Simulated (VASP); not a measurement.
# AlN: relaxation of cell and atoms with RPBE

AlN:

```
Al N
1.0
     3.12859    0.00000    0.00000
    -1.56429    2.70944    0.00000
     0.00000    0.00000    5.01696
Al N
2 2
Direct
  0.66667 0.33333 0.49929
  0.33333 0.66667 0.99929
  0.66667 0.33333 0.88071
  0.33333 0.66667 0.38071
```

The cell is a database's computed one.

| Property | Result |
| --- | --- |
| Program | VASP 6.6.1 |
| Task | relaxation of cell and atoms |
| Functional | RPBE |
| Potentials or basis | VASP PAW PBE potentials, release 64 (Al, N) |
| Cutoff | 600 eV |
| k mesh | 9 × 9 × 6 |
| Occupations | gaussian, width 0.02 eV |
| Spin | no spin polarisation |
| Further INCAR settings | ALGO = Normal; EDIFF = 1e-07; IBRION = 2; EDIFFG = -0.005; NSW = 90; ISIF = 3 |

* Relaxed volume: 10.80 Å³/atom
* Relaxed cell: a = 3.145 Å, b = 3.145 Å, c = 5.042 Å, α = 90.00°, β = 90.00°, γ = 120.00°
* Space group after relaxing (to 0.05 Å): P6_3mc (No. 186)
* Energy gained by relaxing: 1.6 meV/atom
* Ionic steps: 3
* Pressure after relaxing: 0.0 GPa
* Band gap on the k mesh: 3.97 eV, direct

Stress tensor (GPa, compression positive):
```
-0.03  0.00  0.00
 0.00 -0.03  0.00
 0.00  0.00  0.06
```

Step by step:
```
step  energy change (eV)  largest force (eV/Å)  pressure (GPa)  volume (Å³)
   1              0.0000                0.0090            3.05        42.53
   2             -0.0018                0.0060           -2.43        43.78
   3             -0.0063                0.0009            0.00        43.20
```

Final structure:
```yaml
crystal:
  lattice:
    - [3.14533, 0.00000, 0.00000]
    - [-1.57266, 2.72393, 0.00000]
    - [0.00000, 0.00000, 5.04239]
  atoms:
    - { symbol: Al, position: [0.66667, 0.33333, 0.49924] }
    - { symbol: Al, position: [0.33333, 0.66667, 0.99924] }
    - { symbol: N, position: [0.66667, 0.33333, 0.88076] }
    - { symbol: N, position: [0.33333, 0.66667, 0.38076] }
```

Levels at points of the mesh, in eV from the valence-band top:
```csv
k point,band 4,band 5,band 6,band 7,band 8,band 9,band 10,band 11,band 12
"(0.00, 0.00, 0.00)",-0.84,-0.84,-0.20,-0.20,0.00,3.97,6.48,10.43,11.01
"(0.00, 0.00, 0.50)",-3.27,-0.53,-0.53,-0.53,-0.53,6.25,6.25,10.15,10.15
```

Run time: 34 s on 1 thread of AMD EPYC 9R45 96-Core Processor (Zen 5), with other jobs on the host, peak memory 0.16 GiB.

Caveat: the PAW data sets were made with another functional, which shifts forces and pressure a little. Expect the measured gap to be larger: semilocal functionals such as RPBE lack the derivative discontinuity.
